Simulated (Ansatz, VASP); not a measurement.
## CdSe (Cadmoselite): VASP beside Ansatz

File INCAR:

```
PREC = Accurate
ENCUT = 520
EDIFF = 1E-7
ISMEAR = -1
SIGMA = 0.05
LREAL = False
LASPH = True
NELM = 80
ALGO = Normal
ISIF = 2
LWAVE = False
LCHARG = True
GGA = PS
LELF = True
LVHAR = True
NBANDS = 26
```

KPOINTS

```
regular mesh
0
Gamma
  7 7 4
```

POSCAR

```
CdSe
1.0
    4.3000000000      0.0000000000      0.0000000000
   -2.1500000000      3.7239092363      0.0000000000
    0.0000000000      0.0000000000      7.0200000000
Cd Se
2 2
Direct
    0.6666666667      0.3333333333      0.5000000000
    0.3333333333      0.6666666667      0.0000000000
    0.6666666667      0.3333333333      0.8850000000
    0.3333333333      0.6666666667      0.3850000000
```

input.yaml

```yaml
crystal:
  lattice:
    - [4.3, 0.0, 0.0]
    - [-2.15, 3.7239092363, 0.0]
    - [0.0, 0.0, 7.02]
  atoms:
    - { symbol: Cd, position: [0.6666666667, 0.3333333333, 0.5] }
    - { symbol: Cd, position: [0.3333333333, 0.6666666667, 0.0] }
    - { symbol: Se, position: [0.6666666667, 0.3333333333, 0.885] }
    - { symbol: Se, position: [0.3333333333, 0.6666666667, 0.385] }
hamiltonian:
  xc: pbesol
  pseudopotentials: { kind: paw }
kpoints:
  mp_grid: { grid: [7, 7, 4] }
  band_path:
    path:
      - [[0.0, 0.0, 0.0], [0.5, 0.0, 0.0], [0.3333333333, 0.3333333333, 0.0], [0.0, 0.0, 0.0], [0.0, 0.0, 0.5], [0.5, 0.0, 0.5], [0.3333333333, 0.3333333333, 0.5], [0.0, 0.0, 0.5]]
      - [[0.5, 0.0, 0.5], [0.5, 0.0, 0.0]]
      - [[0.3333333333, 0.3333333333, 0.0], [0.3333333333, 0.3333333333, 0.5]]
    npoints: 14
scf:
  occupations: { method: fermi_dirac, width: 0.05 }
  n_extra_bands: 10
output:
  forces: true
  stress: true
  eigenvalues: true
  fatbands: false
```

Alike in both runs: functional PBEsol; k mesh 7 × 7 × 4; occupations fermi-dirac, width 0.05 eV; no spin polarisation.

|  | VASP | Ansatz |
| --- | --- | --- |
| version | VASP 6.6.1 | Ansatz 0.2.0 |
| potentials or method | VASP PAW PBE potentials, release 64 (Cd, Se) | Ansatz PAW |
| plane-wave cutoff (eV) | 520 | 420 |
| valence electrons in the cell | 36 | 72 |
| task | single point | band structure |

Ansatz gave:

| Item | Value |
| --- | --- |
| gap on the k mesh at the Fermi level (eV) | 0.58 |
| least direct gap on the mesh (eV) | 0.58 |
| pressure (GPa) | 0.2 |
| largest component of the traceless stress (GPa) | 1.21 |
| rms of the force components (eV/Å) | 0.153 |

Problem. What did VASP give for the same quantities?

Solution. gap on the k mesh at the Fermi level (eV): 0.58; least direct gap on the mesh (eV): 0.58; pressure (GPa): 0.5; largest component of the traceless stress (GPa): 1.27; rms of the force components (eV/Å): 0.159.

Atom by atom the forces differ by 0.006 eV/Å (rms over components). The two sets of potentials don't hold the same shells in valence.

Caveats: the PAW data sets were made with another functional, which shifts forces and pressure a little (VASP); the PAW data sets come from PBE, with cores solved anew for the run's functional, which leaves a small shift of forces and pressure (Ansatz). PBEsol gaps usually lie below the measured ones, often by a third to a half.
